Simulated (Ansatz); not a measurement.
# Si8O: the cost of one run

Computed with Ansatz 0.2.0 (DFT PBE+D3(BJ), scalar-relativistic, plane waves, PAW, unless a step's input says otherwise).

3 further runs of the same task are left out: 3 set aside as unsound or not needed.

## (1) Starting point

Symmetry: Pm, No. 6, monoclinic system. Conventional cell: a = 6.313 Å, b = 3.816 Å, c = 21.332 Å, α = 90.00°, β = 90.00°, γ = 90.00°. Around Si (site symmetry m) lie 3 Si at 2.34 to 2.36 Å. Around Si (site symmetry m) lie 4 Si at 2.34 to 2.36 Å. Around Si (site symmetry m) lie 4 Si at 2.29 to 2.36 Å. Si (site symmetry m) is surrounded by 1 O at 2.20 Å and 3 Si at 2.23 to 2.29 Å. Si (site symmetry m) has 3 Si at 2.23 to 2.29 Å as nearest neighbours. Only part of the 9 independent sites is listed.

As a file:

```xyz
9
Lattice="3.8155 0.0000 0.0000 0.0000 6.3129 0.0000 0.0000 0.0000 21.3319" Properties=species:S:1:pos:R:3 pbc="T T T"
Si    0.0000    5.9146    4.0000
Si    0.0000    3.5548    4.0000
Si    1.9078    2.7581    5.1014
Si    1.9078    0.3983    5.1014
Si    1.9078    5.8917    7.3178
Si    1.9078    3.5778    7.3178
Si    0.0000    2.6933    8.2319
Si    0.0000    0.4632    8.2319
O     0.0000    2.6933   10.4319
```

This is the geometry of the first run shown, built on a cell relaxed beforehand with the same method.

## (2) What is varied

Atoms count from 1 in the order of the input.

O is moved over the surface cell at a fixed height above a rigid substrate; the origin of the map has the adsorbate above Si7; the height is held at 2.20 Å.

- position of O9 along the first surface vector, from above Si7: 6 values from 0.000 to 0.833, periodic
- position of O9 along the second surface vector, from above Si7: 6 values from 0.000 to 0.833, periodic

Nothing else is relaxed. Points are written as (first, second).

The two vectors of the plane (Å): (3.816, 0.000, 0.000); (0.000, 6.313, 0.000).

## (3) Point (0/6, 0/6) of the map's two axes

A dipole layer in the vacuum cancels the field that periodic copies would set up if the slab's two faces differ.

input.yaml

```yaml
crystal:
  lattice:
    - [3.8155170209, 0.0, 0.0]
    - [0.0, 6.3129357835, 0.0]
    - [0.0, 0.0, 21.3318711348]
  atoms:
    - { symbol: Si, position: [0.0, 0.9369021389, 0.1875128522] }
    - { symbol: Si, position: [0.0, 0.5630978611, 0.1875128522] }
    - { symbol: Si, position: [0.5, 0.4369021389, 0.2391466205] }
    - { symbol: Si, position: [0.5, 0.0630978611, 0.2391466205] }
    - { symbol: Si, position: [0.5, 0.9332664455, 0.3430438269] }
    - { symbol: Si, position: [0.5, 0.5667335545, 0.3430438269] }
    - { symbol: Si, position: [0.0, 0.4266292811, 0.3858954089] }
    - { symbol: Si, position: [0.0, 0.0733707189, 0.3858954089] }
    - { symbol: O, position: [0.0, 0.4266292811, 0.4890274777], spin: 2.0 }
basis:
  ecutwfc: 420
kpoints:
  mp_grid: { grid: [7, 4, 1] }
hamiltonian:
  xc: pbe
  pseudopotentials: { kind: paw, azcp: { folder: soft_1 } }
  dispersion: d3bj
scf:
  occupations: { method: gaussian, width: 0.05 }
output:
  forces: true
  eigenvalues: true
  populations: true
magnetization:
  spin_polarized: true
efield:
  axis: 3
  dipole_correction: true
  ramp_width: 0.04
```

Command:

```sh
ansatz run input.yaml --threads 1 --pin off --max-ram 3072MiB --backend cpu --events-out ev --progress --plain --runs-dir out
```

What time and memory should one allow on 1 thread of Arm Neoverse V1, shared host?

About 79 s, with a peak of 0.68 GiB.
